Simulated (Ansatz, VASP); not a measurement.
One calculation of MgS, two programs

```xyz
2
Lattice="0.0000 2.9588 2.6322 2.9588 0.0000 2.6322 2.9588 2.9588 0.0000" Properties=species:S:1:pos:R:3 pbc="T T T"
Mg    0.0000    0.0000    0.0000
S     1.4794    1.4794    1.3161
```

Change from the starting cell: epitaxial_xy strain +4.5%.

Alike in both runs: task single point; functional PBE; k mesh 8 × 8 × 8; occupations fermi-dirac, width 0.02 eV; no spin polarisation.

|  | VASP | Ansatz |
| --- | --- | --- |
| version | VASP 6.6.1 | Ansatz 0.2.0 |
| potentials or method | VASP PAW PBE potentials, release 64 (Mg, S) | plane waves, PAW |
| plane-wave cutoff (eV) | 520 | 420 |
| valence electrons in the cell | 8 | 16 |

Ansatz gave:

* gap on the k mesh at the Fermi level (eV): 3.17
* pressure (GPa): -0.2
* largest component of the traceless stress (GPa): 1.15

Task: What did VASP give for the same quantities?

Result: gap on the k mesh at the Fermi level (eV): 3.16; pressure (GPa): -0.4; largest component of the traceless stress (GPa): 1.17.

With one functional, cell and mesh, what is left measures potentials, basis and numerics. The two sets of potentials don't hold the same shells in valence.

A k mesh can miss the band edges.
